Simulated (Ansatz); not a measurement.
**BN (P6_3mc) under several functionals**

Plane-wave DFT in Ansatz with scalar-relativistic PAW potentials. The same structure was relaxed (cell and atoms, symmetry kept) in separate runs at each level. This wurtzite form isn't the usual stable structure of the compound. No spin polarisation.

| level | cutoff (eV) | k mesh | V (Å³/atom) | a (Å) | c (Å) | gap (eV) | B0 (GPa) |
| --- | --- | --- | --- | --- | --- | --- | --- |
| PBEsol | 420 | 12×12×6 | 5.876 | 2.541 | 4.203 | 4.96 | – |
| r2SCAN | 500 | 12×12×6 | 5.896 | 2.544 | 4.208 | 5.75 | 391 |
| PBE | 420 | 12×12×6 | 5.969 | 2.555 | 4.225 | 5.23 | 371 |

**Question.** Where does LDA (420 eV, k mesh 12×12×6) fall?

**Answer.** V (Å³/atom) 5.755, a (Å) 2.523, c (Å) 4.175, gap (eV) 4.93. Its volume is the smallest of the set. The usual order of volumes, LDA < PBEsol < PBE, holds here (5.755, 5.876, 5.969 Å³/atom). As a rule LDA overbinds; PBEsol, built on the gradient expansion of slowly varying densities, lies between LDA and PBE; PBE's stronger gradient term for exchange weakens bonds. r2SCAN lies 1.2 % under PBE in volume. B0 goes from 391.3 to 370.9 GPa as the volume grows by 1.2 %; on one curve with B' = 3.7 the volume alone, B ∝ V^(−B'), would give 374.0 GPa, and the rest of the difference is the functional's own stiffness. Each gap belongs to its own cell, so it mixes the functional's effect with that of the volume; gaps are the least found on the k mesh or on a band path.